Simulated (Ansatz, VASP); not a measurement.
## MnS in VASP and in Ansatz

INCAR

```
  PREC = Accurate
  ENCUT = 520
  EDIFF = 1E-6
  ISMEAR = 0
  SIGMA = 0.05
  LREAL = False
  LASPH = True
  NELM = 150
  ALGO = Normal
  ISIF = 2
  LWAVE = False
  LCHARG = False
  ISPIN = 2
  MAGMOM = 4.2 0.15
  LORBIT = 11
  LMAXMIX = 4
  GGA = PS
  NBANDS = 20
```

Contents of KPOINTS:

```
regular mesh
0
Gamma
  10 10 10
```

File POSCAR:

```
MnS
1.0
    0.0000000000      2.5513320201      2.5513320201
    2.5513320201      0.0000000000      2.5513320201
    2.5513320201      2.5513320201      0.0000000000
Mn S
1 1
Direct
    0.0000000000      0.0000000000      0.0000000000
    0.5000000000      0.5000000000      0.5000000000
```

Input for Ansatz:

```yaml
crystal:
  lattice:
    - [0.0, 2.5513320201, 2.5513320201]
    - [2.5513320201, 0.0, 2.5513320201]
    - [2.5513320201, 2.5513320201, 0.0]
  atoms:
    - { symbol: Mn, position: [0.0, 0.0, 0.0], spin: 4.2 }
    - { symbol: S, position: [0.5, 0.5, 0.5], spin: 0.15 }
magnetization:
  spin_polarized: true
basis:
  ecutwfc: 500
  fft_grid_basis: typed
kpoints:
  mp_grid: { grid: [10, 10, 10] }
hamiltonian:
  xc: pbesol
  pseudopotentials: { kind: paw }
scf:
  occupations: { method: gaussian, width: 0.05 }
output:
  forces: true
  stress: true
  eigenvalues: true
  bader: true
  write_density: true
  volumetric_format: npy
  populations: true
  elf: true
```

Alike in both runs: task single point; functional PBEsol; k mesh 10 × 10 × 10; occupations gaussian, width 0.05 eV; collinear spin.

|  | VASP | Ansatz |
| --- | --- | --- |
| version | VASP 6.6.1 | Ansatz 0.2.0 |
| potentials or method | VASP PAW PBE potentials, release 64 (Mn_pv, S) | scalar-relativistic, plane waves, PAW |
| plane-wave cutoff (eV) | 520 | 500 |
| valence electrons in the cell | 19 | 21 |

|  | VASP | Ansatz | Ansatz less VASP |
| --- | --- | --- | --- |
| gap on the k mesh at the Fermi level (eV) | none | none | - |
| pressure (GPa) | -5.2 | -5.4 | -0.22 |
| net moment per atom (μB) | 2.23 | 2.23 | -0.003 |
| size of the moment on the site where the two differ most (μB) | 4.06 | 3.99 | -0.078 |

Site moments also hang on the region over which each program counts them. A gap of «none» marks a metal or a gap that the smearing closes. The functional is the same, so the differences come from potentials, cutoffs and numerics. The two sets of potentials don't hold the same shells in valence.

Caveats: the PAW data sets were made with another functional, which shifts forces and pressure a little (VASP); a cell with one magnetic atom can't hold antiferromagnetic order, which such compounds often take; semilocal functionals often make such compounds metallic where correlation or magnetic order opens a gap, which also shifts bond lengths.
